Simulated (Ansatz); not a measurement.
The system is TiSi2.

```
Ti Si
1.0
     0.00000    4.11752    4.26290
     2.38951    0.00000    4.26290
     2.38951    4.11752    0.00000
Ti Si
2 4
Direct
  0.75000 0.75000 0.75000
  0.50000 0.50000 0.50000
  0.41257 0.08743 0.41257
  0.08743 0.41257 0.08743
  0.16257 0.83743 0.16257
  0.83743 0.16257 0.83743
```

The cell is a database's computed one.

Base run:

| Property | Result |
| --- | --- |
| Program | Ansatz 0.2.0 |
| Functional | LDA |
| Potentials or basis | Ansatz PAW |
| Cutoff | 420 eV (not typed: the program's choice for these potentials) |
| k mesh | 7 × 7 × 7 |
| Occupations | fermi-dirac, width 0.05 eV |
| Spin | no spin polarisation |

Its results: band gap on the k mesh none (metal or under the smearing width); pressure -5.1 GPa; largest force 0.064 eV/Å.

After a change of settings the same cell gave: band gap on the k mesh none (metal or under the smearing width); pressure -0.2 GPa; largest force 0.016 eV/Å. Which change was it?
A. functional from LDA to PBE
B. functional from LDA to PBE; occupations from fermi-dirac, width 0.05 eV to gaussian, width 0.013 eV
C. functional from LDA to r2SCAN; cutoff from 420 eV (not typed: the program's choice for these potentials) to 500 eV (not typed: the program's choice for these potentials)
D. functional from LDA to PBEsol

C.

Caveats: the PAW data sets come from PBE, with cores solved anew for the run's functional, which leaves a small shift of forces and pressure.
